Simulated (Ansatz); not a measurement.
C in Ansatz: the effect of exact exchange share

The system is C.

```
C
1.0
     0.00000    1.78337    1.78337
     1.78337    0.00000    1.78337
     1.78337    1.78337    0.00000
C
2
Direct
  0.75000 0.75000 0.75000
  0.50000 0.50000 0.50000
```

This isn't the form of C at room conditions, which is graphite.

Alike in all runs:

```yaml
Program: Ansatz 0.2.0
Task: single point
Potentials_or_basis: all-electron PAW datasets made for the crystal
Cutoff: 600 eV (chosen from the basis error)
k_mesh: 6 × 6 × 6
Occupations: fermi-dirac, width 0.05 eV
Spin: no spin polarisation
```

```csv
exact exchange share,functional,gap on the mesh (eV),pressure (GPa)
0.1,PBE with a typed share of exact exchange,?,?
0.25,PBE0,6.08,-8.2
0.4,PBE with a typed share of exact exchange,7.26,-14.0
```

Question: What does the run with exact exchange share 0.1 give?

Answer: gap on the mesh 4.92 eV; pressure -2.3 GPa.

Caveats: all runs use coarse meshes.

A k mesh can miss the band edges.

Runs at the PBE level aren't shown here.
